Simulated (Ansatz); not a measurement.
# Al3Cu: strain energy, fitted

Al3Cu, P4/mmm, a = 2.774 Å, c = 7.592 Å. The structure is a Materials Project entry; whether it is the stable form wasn't checked. Ansatz: r2SCAN, PAW, 500 eV, Γ-centred 18×18×8 mesh on 4 atoms, Gaussian smearing 0.10 eV; no spin polarisation. Series: strain along c alone, the other axes held, atoms relaxed; x is the strain in per cent. y is the free energy over the unstrained cell, V0 = 14.603 Å³/atom.

| x (%) | y (meV/atom) |
| --- | --- |
| -3.0 | ? |
| -2.0 | 3.82 |
| -1.0 | 0.91 |
| 0.0 | 0.00 |
| 1.0 | 1.02 |
| 2.0 | 4.13 |
| 3.0 | 9.12 |

**Question.** Fit y = c2 x² + c3 x³ to the other rows, turn c2 into a modulus, and predict the missing energy.

**Answer.** Least squares on the rows shown. y = 0.9819 x² + 0.01192 x³. In eV per unit strain² c2 is 9.819; this is C33 with relaxed ions (E = ½ C33 V0 ε²): 2 × 9.819 × 160.2 / (14.603) = 215 GPa. At x = -3.0 the fit asked for gives 8.52 meV/atom. The run gave 8.66 meV/atom, so the fit is 0.14 meV/atom too low, a small miss on the scale of the series.